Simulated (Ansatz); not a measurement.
# CdTe: the cost of one run

Program: Ansatz 0.2.0. Level of theory: DFT PBE, scalar-relativistic, plane waves, PAW. These are calculated values, not measurements.

The COD entry's cell or inner coordinates are ideal or old and differ from later refinements, so a difference from it is no clean test against experiment.

4 further runs of the same task are left out: 4 set aside as unsound or not needed.

**1. The structure to begin with**

The structure is cubic, space group F-43m (No. 216). The conventional cell has a = 6.617 Å, b = 6.617 Å, c = 6.617 Å, α = 90.00°, β = 90.00°, γ = 90.00°. Around Cd (site symmetry -43m) lie 4 Te at 2.87 Å. Te (site symmetry -43m) is surrounded by 4 Cd at 2.87 Å.

Structure file:

```xyz
4
Lattice="0.0000 -3.3087 -3.3087 0.0000 3.3087 -3.3087 6.6174 0.0000 0.0000" Properties=species:S:1:pos:R:3 pbc="T T T"
Cd    3.3087    0.0000   -3.3087
Cd    0.0000    0.0000    0.0000
Te    1.6543   -1.6543   -4.9630
Te    4.9630   -1.6543   -1.6543
```

It is built from the cell relaxed beforehand with the same method (36.22 Å³/atom).

**2. The undisturbed cell**

input.yaml

```yaml
crystal:
  lattice:
    - [0.0, -3.308686698, -3.308686698]
    - [0.0, 3.308686698, -3.308686698]
    - [6.617373396, 0.0, 0.0]
  atoms:
    - { symbol: Cd, position: [0.5, 0.5, 0.5] }
    - { symbol: Cd, position: [0.0, 0.0, 0.0] }
    - { symbol: Te, position: [1.0, 0.5, 0.25] }
    - { symbol: Te, position: [0.5, 0.0, 0.75] }
basis:
  ecutwfc: 420
kpoints:
  mp_grid: { grid: [8, 8, 6] }
hamiltonian:
  xc: pbe
scf:
  occupations: { method: gaussian, width: 0.05 }
output:
  forces: true
  stress: true
  eigenvalues: true
  write_density: true
  write_potential: true
  elf: true
  volumetric_format: npy
```

Started as:

```
$ ansatz run input.yaml --threads 2 --pin off --max-ram 5120MiB --backend cpu --events-out ev --progress --plain --runs-dir out
```

What time and memory should one allow on 2 threads of Arm Neoverse V2, shared host?

About 23 s, with a peak of 0.54 GiB.
